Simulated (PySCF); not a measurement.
All of these have the formula C2H4O2. The calculation used TDDFT CAM-B3LYP/aug-cc-pVTZ, vertical, gas phase, core orbitals frozen in the response in PySCF 2.14.0, density-fitted response routines. Geometries: PBE0-D3(BJ)/def2-TZVP; one conformer of each isolated species. Triplets are in the Tamm–Dancoff approximation.

A. `CC(=O)O`
B. `COC=O`
C. `O=CCO`

Lowest singlet levels (six at most, fewer where fewer were computed) with oscillator strengths:

1. 269 nm (f 0.000); 191 nm (f 0.039); 172 nm (f 0.017); 170 nm (f 0.000); 162 nm (f 0.066); 160 nm (f 0.036); T1 4.04 eV
2. 209 nm (f 0.000); 174 nm (f 0.046); 156 nm (f 0.006); 153 nm (f 0.002); 148 nm (f 0.000); 146 nm (f 0.001); T1 5.44 eV
3. 210 nm (f 0.002); 162 nm (f 0.004); 152 nm (f 0.105); 151 nm (f 0.015); 151 nm (f 0.045); 144 nm (f 0.003); T1 5.35 eV

Question: Match each spectrum to its molecule.

Answer: 1 = C, 2 = A, 3 = B.
- A: S1 at 5.94 eV, HOMO→LUMO+4 (75%), HOMO→LUMO+2 (23%); Löwdin shares by element: HOMO oxygen 72%, carbon 23%; LUMO hydrogen 91%; HOMO -9.70 and LUMO 0.14 eV.
- B: S1 at 5.90 eV, HOMO→LUMO+4 (51%), HOMO→LUMO+2 (39%), HOMO→LUMO+7 (8%); Löwdin shares by element: HOMO oxygen 72%, carbon 18% or more, hydrogen 6% or more; LUMO hydrogen 93%; HOMO -9.91 and LUMO 0.26 eV; point group Cs.
- C: S1 at 4.62 eV, HOMO→LUMO (97%); Löwdin shares by element: HOMO oxygen 53% or more, carbon 31%, hydrogen 8% or more; LUMO carbon 53%, oxygen 31% or more, hydrogen 9% or more; HOMO -9.71 and LUMO -0.02 eV; point group Cs, 2 of its 6 listed states under f = 0.0005.
A and B have S1 within 0.05 eV of each other; their strongest listed levels stand at 7.13 eV (f 0.046) and 8.14 eV (f 0.105).
